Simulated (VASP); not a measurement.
Write the native input for VASP 6.6.1 that does the following.

* Task: relaxation of the atoms
* Functional: PBE
* Potentials or basis: VASP PAW PBE potentials, release 64 (Be, Se)
* Cutoff: 300 eV
* k mesh: 5 × 5 × 5
* Occupations: gaussian, width 0.03 eV
* Spin: no spin polarisation
* Further INCAR settings: ALGO = Normal; EDIFF = 1e-07; IBRION = 2; EDIFFG = -0.01; NSW = 40

The structure of BeSe lies in POSCAR:

```
BeSe                                    
1.0
    0.0000000000      2.5392905429      2.5392905429
    2.5392905429      0.0000000000      2.5392905429
    2.5392905429      2.5392905429      0.0000000000
  Be              Se            
     1     1
Direct
     0.0000000000000000    0.0000000000000000    0.0000000000000000
     0.2500000000000000    0.2500000000000000    0.2500000000000000
```

The cell isn't the ideal one: a relaxed cell with its volume scaled by 0.94.

One way to write it, as run:

INCAR

```
SYSTEM = BeSe
  PREC = Accurate
  ENCUT = 300
  EDIFF = 1E-7
  ISMEAR = 0
  SIGMA = 0.03
  LREAL = .FALSE.
  LASPH = .TRUE.
  NELM = 80
  ALGO = Normal
  ISIF = 2
  LWAVE = .FALSE.
  LCHARG = .FALSE.
  GGA = PE
  IBRION = 2
  NSW = 40
  EDIFFG = -0.01
```

KPOINTS

```
regular mesh
0
G
  5 5 5
  0 0 0
```

Potentials or basis: VASP PAW PBE potentials, release 64 (Be, Se).

The run is started by

```bash
$ cat potpaw_PBE.64/Be/POTCAR potpaw_PBE.64/Se/POTCAR > POTCAR
$ mpirun -np 1 vasp_std > vasp.out
```

It gave:

* Pressure after relaxing: 5.3 GPa
* Band gap on the k mesh: 2.79 eV, indirect (least direct gap 4.65 eV)

Caveat: the k mesh is coarse (spacing up to 0.43 Å⁻¹), so the values aren't converged; the cutoff is under 1.25 times the usual one of these potentials, so pressure, stress and relaxed cells hold a basis-set (Pulay) error; the relaxation stopped at its first step, so nothing moved; an odd mesh through Γ misses points on the zone boundary, where band edges often lie.

Run time: 2.7 s on 1 thread of Intel(R) Xeon(R) Platinum 8559C (Emerald Rapids), on a shared host, peak memory 0.11 GiB.
